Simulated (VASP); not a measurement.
## Si in VASP: convergence with ENCUT

Input of the first run (ENCUT 200 eV); the others differ in this setting and in those tied to it:

The input INCAR:

```
SYSTEM = Si
PREC = Accurate
ENCUT = 200
EDIFF = 1E-6
ISMEAR = 0
SIGMA = 0.02
LREAL = .False.
LASPH = .True.
NELM = 100
ALGO = Fast
ISIF = 2
LWAVE = .False.
LCHARG = .False.
GGA = PE
NBANDS = 11
```

KPOINTS

```
regular mesh
0
Gamma
  6 6 7
  0 0 0
```

The input POSCAR:

```
Si
1.0
    4.1209500000      0.0000000000      0.0000000000
   -2.0604700000      3.5688500000      0.0000000000
    0.0000000000      0.0000000000      2.6547900000
Si
2
Direct
    0.3299830000      0.6680270000      0.5014110000
    0.6725370000      0.3363370000      0.5029650000
```

Potentials or basis: VASP PAW PBE potentials, release 64 (Si).

Launch:

```console
$ cat potpaw_PBE.64/Si/POTCAR > POTCAR
$ mpirun -np 1 vasp_std > vasp.out
```

The cell isn't the ideal one: atoms moved at random, drawn with an rms of 0.02 Å.

The cell was built by a generator and needn't be a form met in nature.

Hardware: 1 thread of Intel(R) Xeon(R) Platinum 8488C (Sapphire Rapids) (shared host).

| ENCUT | energy less the tightest run, at zero smearing (meV/atom) | largest force (eV/Å) | SCF cycles | CPU time (s) | peak memory (GiB) |
| --- | --- | --- | --- | --- | --- |
| 200 eV | 24.92 | 0.429 | 12 | 8.3 | 0.11 |
| 250 eV | 10.76 | 0.429 | 12 | 12 | 0.12 |
| 300 eV | 4.58 | 0.427 | 12 | 12 | 0.13 |
| 350 eV | 1.07 | 0.427 | 12 | 25 | 0.13 |
| 400 eV | 0.22 | 0.426 | 12 | 24 | 0.14 |
| 450 eV | 0.07 | 0.426 | 12 | 26 | 0.15 |
| 500 eV | 0.09 | 0.426 | 12 | 24 | 0.16 |
| 600 eV | 0.01 | 0.426 | 12 | 42 | 0.19 |
| 800 eV | 0.00 | 0.426 | 12 | 66 | 0.23 |

Against the tightest run, the energy stays within 1 meV/atom from 400 eV on; the largest force stays within 0.005 eV/Å from 200 eV on. The tightest run that finished is the yardstick and may itself not be fully converged.
